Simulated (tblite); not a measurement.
Species: cyclobutene, C4H6.
Numbering: `[CH:1]1=[CH:2][CH2:3][CH2:4]1` (hydrogens: H5 on C1; H6 on C2; H7, H8 on C3; H9, H10 on C4)

Computed with GFN2-xTB (tblite), gas phase: Langevin dynamics at 400 K from the optimised GFN2-xTB geometry, time step 0.5 fs, friction 0.01 fs⁻¹, 2000 steps.

Start geometry:
```
atom  x, y, z in Å
C1      1.089    0.313   -0.073
C2      0.039    1.115   -0.210
C3     -0.967    0.019    0.006
C4      0.259   -0.918    0.164
H5      2.154    0.453   -0.111
H6     -0.088    2.165   -0.403
H7     -1.583    0.121    0.898
H8     -1.607   -0.202   -0.847
H9      0.345   -1.692   -0.597
H10     0.366   -1.370    1.149
```

The statistics below take the 31 frames saved every 25 fs from 250 to 1000 fs; their kinetic temperature (all 3N coordinates) averages 388 K.

Problem. Give the mean, spread and extremes of the bond lengths.

Solution. 
```csv
bond,start (Å),mean (Å),standard deviation (Å),shortest (Å),longest (Å)
C1=C2,1.329,1.333,0.028,1.285,1.388
C2–C3,1.503,1.508,0.031,1.439,1.570
C3–C4,1.551,1.554,0.040,1.457,1.621
C1–C4,1.503,1.513,0.032,1.432,1.576
C1–H5,1.075,1.077,0.031,1.017,1.130
C2–H6,1.075,1.079,0.040,0.986,1.162
C3–H7,1.089,1.093,0.035,1.036,1.188
C3–H8,1.089,1.097,0.027,1.040,1.156
C4–H9,1.089,1.097,0.023,1.049,1.152
C4–H10,1.089,1.093,0.031,1.029,1.157
```

Problem. Give the same statistics for bond angles, one of each kind.

Solution. 
| angle | start (°) | mean (°) | standard deviation (°) | smallest (°) | largest (°) |
| --- | --- | --- | --- | --- | --- |
| C2–C1–C4 | 94.2 | 93.9 | 2.1 | 86.5 | 98.5 |
| C2–C1–H5 | 134.5 | 134.7 | 5.2 | 121.6 | 148.3 |
| C4–C1–H5 | 131.2 | 130.5 | 6.1 | 112.9 | 143.8 |
| C2–C3–C4 | 85.8 | 85.7 | 1.8 | 81.7 | 88.4 |
| C2–C3–H7 | 115.3 | 114.3 | 5.8 | 102.8 | 128.1 |
| C4–C3–H7 | 114.9 | 115.7 | 5.3 | 104.2 | 127.0 |
| H7–C3–H8 | 109.2 | 108.5 | 3.5 | 101.1 | 114.5 |

Problem. How far does each atom move about its mean position (frames aligned on the start, all atoms weighted alike), and what rms force does it feel?

Solution. 
| atom | rms displacement (Å) | rms force (eV/Å) |
| --- | --- | --- |
| C1 | 0.07 | 2.25 |
| C2 | 0.07 | 2.65 |
| C3 | 0.06 | 2.25 |
| C4 | 0.06 | 1.91 |
| H5 | 0.17 | 1.18 |
| H6 | 0.13 | 1.34 |
| H7 | 0.13 | 1.14 |
| H8 | 0.13 | 0.96 |
| H9 | 0.12 | 0.91 |
| H10 | 0.14 | 1.11 |

The displacements run from 0.06 to 0.17 Å, the largest at H5.

Problem. How widely does the potential energy scatter, against a harmonic estimate?

Solution. Mean 0.39 eV above the start, standard deviation 0.141 eV, range 0.16 to 0.89 eV. For 24 classical harmonic modes at 400 K the canonical values are 24kT/2 = 0.41 eV and kT·√(24/2) = 0.119 eV.

The run is classical and short, so these are rough statistics of one trajectory.

What follows is the cost of the whole dynamics run. Time: 3.6 s; peak memory 0.24 GiB. Hardware: one thread, Arm Neoverse V2 (aarch64), on a shared host.
